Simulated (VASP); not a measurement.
Write the native input for VASP 6.6.1 that does the following.

```
Task                   : single point
Functional             : PBE
Potentials or basis    : VASP PAW PBE potentials, release 64 (Ba_sv, Ti_pv, O)
Cutoff                 : 520 eV
k mesh                 : 7 × 7 × 7
Occupations            : gaussian, width 0.02 eV
Spin                   : no spin polarisation
Further INCAR settings : ALGO = Normal; EDIFF = 1e-06; NBANDS = 27
```

The structure of BaTiO3 lies in POSCAR:

```
BaTiO3
1.0
    2.8273666084      1.6323808724      2.3183934932
   -2.8273666084      1.6323808724      2.3183934932
    0.0000000000     -3.2647617449      2.3183934932
Ba Ti O
1 1 3
Cartesian
    0.0000000000      0.0000000000      0.0000000000
    0.0000000000      0.0000000000      3.3697849424
    1.3885197414     -0.8016622465      2.3988417474
   -1.3885197414     -0.8016622465      2.3988417474
    0.0000000000      1.6033244929      2.3988417474
```

One way to write it, as run:

INCAR

```
PREC     = Accurate       # precision mode
ENCUT    = 520            # plane-wave cutoff, eV
EDIFF    = 1E-6           # SCF threshold, eV
ISMEAR   = 0              # smearing method
SIGMA    = 0.02           # smearing width, eV
LREAL    = False          # projectors in reciprocal space
LASPH    = True           # aspherical terms in the spheres
NELM     = 60             # most SCF steps
ALGO     = Normal         # electronic algorithm
ISIF     = 2              # what is computed and relaxed
LWAVE    = False          # write WAVECAR
LCHARG   = False          # write CHGCAR
GGA      = PE             # functional
NBANDS   = 27             # bands
```

KPOINTS

```
Automatic mesh
0
Gamma
  7 7 7
```

Potentials or basis: VASP PAW PBE potentials, release 64 (Ba_sv, Ti_pv, O).

Run with:

```bash
$ cat potpaw_PBE.64/Ba_sv/POTCAR potpaw_PBE.64/Ti_pv/POTCAR potpaw_PBE.64/O/POTCAR > POTCAR
$ mpirun -np 1 vasp_std > vasp.out
```

It gave:

The pressure is 7.2 GPa. The largest force is 0.241 eV/Å. The band gap on the k mesh is 2.42 eV, indirect (least direct gap 2.75 eV).

Caveat: spin-orbit coupling is left out, which moves the levels of the heavy elements; an odd mesh through Γ misses points on the zone boundary, where band edges often lie.

Run time: 65 s on 1 thread of Intel(R) Xeon(R) Platinum 8259CL CPU @ 2.50GHz (Skylake/Cascade Lake) (shared host), peak memory 0.22 GiB.
